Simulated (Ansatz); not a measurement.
Crystal: Sb.

```
Sb
1.0
     3.16000    0.00000    0.00000
     0.00000    3.16000    0.00000
     0.00000    0.00000    3.16000
Sb
1
Cartesian
  0.0000 0.0000 0.0000
```

This isn't the form of Sb at room conditions, which is rhombohedral.

```yaml
Program: Ansatz 0.2.0
Task: relaxation of cell and atoms
Functional: revPBE
Potentials_or_basis: Ansatz PAW
Cutoff: "420 eV (not typed: the program's choice for these potentials)"
k_mesh: 8 × 8 × 8
Occupations: fermi-dirac, width 0.05 eV
Spin: no spin polarisation
```

At the start: volume 31.55 Å³/atom.

How do energy, volume and symmetry change on relaxing?

It ends after 4 steps and the volume is 30.72 Å³/atom (-2.6 %); space group Pm-3m (No. 221, to 0.05 Å).

The path:
```tsv
step	energy change (eV)	largest force (eV/Å)	volume (Å³)
1	0.0000	0.0000	31.55
2	-0.0035	0.0000	30.42
3	-0.0039	0.0000	30.72
4	-0.0037	0.0000	30.72
```

Final structure:
```cif
data_structure
_symmetry_space_group_name_H-M 'P 1'
_symmetry_Int_Tables_number 1
_cell_length_a 3.1320
_cell_length_b 3.1320
_cell_length_c 3.1320
_cell_angle_alpha 90.000
_cell_angle_beta 90.000
_cell_angle_gamma 90.000
_cell_volume 30.72
loop_
_atom_site_label
_atom_site_type_symbol
_atom_site_fract_x
_atom_site_fract_y
_atom_site_fract_z
_atom_site_occupancy
Sb1 Sb 0.00000 0.00000 0.00000 1
```

Caveat: the plane-wave basis is chosen anew once the cell has moved, so the energies of steps on either side of that aren't comparable; the PAW data sets come from PBE, with cores solved anew for the run's functional, which leaves a small shift of forces and pressure.
